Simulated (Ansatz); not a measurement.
The system is Gd.

```xyz
1
Lattice="-2.0250 2.0250 2.0250 2.0250 -2.0250 2.0250 2.0250 2.0250 -2.0250" Properties=species:S:1:pos:R:3 pbc="T T T"
Gd    0.0000    0.0000    0.0000
```

This isn't the form of Gd at room conditions, which is hcp.

Base run:

- Program: Ansatz 0.2.0
- Functional: PBEsol
- Potentials or basis: all-electron LAPW, scalar-relativistic
- Cutoff: 163 eV (chosen from the basis error)
- Basis error allowed: 0.001 eV/atom
- k mesh: 9 × 9 × 9
- Occupations: fermi-dirac, width 0.05 eV
- Spin: collinear spin, ferromagnetic start
- Starting moments: [7.0] μB

Its results: band gap on the k mesh none (metal or under the smearing width); pressure -2.3 GPa; net moment 7.60 μB per cell; site moments Gd +7.43 μB.

Question: The run is repeated on the same cell with these changes: hubbard terms from none to Gd f U = 8 eV. What comes out?

Answer: Band gap on the k mesh none (metal or under the smearing width); pressure -1.8 GPa; net moment 7.81 μB per cell; site moments Gd +7.61 μB.

Caveats: an open f shell can end in a state above the lowest; spin-orbit coupling is left out, which moves the levels of the heavy elements; the magnetic state may not be the lowest (some runs); U is the effective U less J, on atomic orbitals that reach past the spheres (some runs).
